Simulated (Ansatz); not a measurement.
Cu Kα1 powder pattern (kinematic, no thermal factors).
| 2θ (°) | relative intensity | assignment |
| --- | --- | --- |
| 28.24 | 100 | 1 1 1 |
| 46.95 | 67 | 2 2 0 |
| 55.69 | 40 | 3 1 1 |
| 68.57 | 11 | 4 0 0 |
| 75.74 | 16 | 3 3 1 |
| 87.25 | 23 | 4 2 2 |

The pattern is computed from a structure relaxed with Ansatz 0.2.0, DFT PBE, scalar-relativistic, plane waves, PAW. No spin polarisation. Its elements are Si.

Give the structure.

Si.
Space group Fd-3m:1 (No. 227). a = 5.470 Å, b = 5.470 Å, c = 5.470 Å, α = 90.00°, β = 90.00°, γ = 90.00°
| atom | site | symmetry | x | y | z |
| --- | --- | --- | --- | --- | --- |
| Si | 8b | -43m | 0.2500 | 0.7500 | 0.2500 |

A pattern alone doesn't exclude other cells with like lines; this is the one computed.

The cell was reached from a generator's guess, though it ends in a space group that the Crystallography Open Database lists for this formula.
